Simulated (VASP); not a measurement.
## SnS2: single point with PBE

The system is SnS2, a slab with vacuum.

```
S Sn
1.0
     3.67585    0.00000    0.00000
    -1.83792    3.18338    0.00000
     0.00000    0.00000   30.26101
S Sn
6 3
Direct
  0.00000 0.00000 0.24784
  0.33333 0.66667 0.34441
  0.00000 0.00000 0.45172
  0.66667 0.33333 0.54828
  0.00000 0.00000 0.65559
  0.33333 0.66667 0.75216
  0.66667 0.33333 0.29613
  0.33333 0.66667 0.50001
  0.66667 0.33333 0.70388
```

```
Program                : VASP 6.6.1
Task                   : single point
Functional             : PBE
Potentials or basis    : VASP PAW PBE potentials, release 54 (S, Sn)
Cutoff                 : 900 eV
k mesh                 : 6 × 6 × 1
Occupations            : fermi-dirac, width 0.05 eV
Spin                   : no spin polarisation
Dipole correction      : yes
Further INCAR settings : ALGO = Fast; EDIFF = 1e-06
```

```json
{
  "Largest force": "0.266 eV/Å",
  "Band gap on the k mesh": "1.52 eV, indirect (least direct gap 1.73 eV)"
}
```

Forces in eV/Å, atoms in the order of the input:
```
S    0.000  0.000 -0.266
S    0.000  0.000  0.220
S    0.000  0.000 -0.217
S    0.000  0.000  0.217
S    0.000  0.000 -0.213
S    0.000  0.000  0.262
Sn   0.000  0.000 -0.020
Sn   0.000  0.000  0.000
Sn   0.000  0.000  0.017
```

Levels at points of the mesh, in eV from the valence-band top:
```csv
k point,band 20,band 21,band 22,band 23,band 24,band 25,band 26,band 27,band 28,band 29
"(0.00, 0.00, 0.00)",-0.18,-0.15,-0.15,-0.13,-0.13,2.19,2.53,2.87,3.78,3.80
"(0.50, 0.00, 0.00)",-0.51,-0.35,-0.35,-0.28,-0.21,1.52,1.64,1.72,4.70,4.79
```

It took 7.8 min on 1 thread of AMD EPYC 7R43 64-Core Processor (Zen 3), with other jobs on the host, peak memory 0.72 GiB.

Caveat: spin-orbit coupling is left out, which moves the levels of the heavy elements.
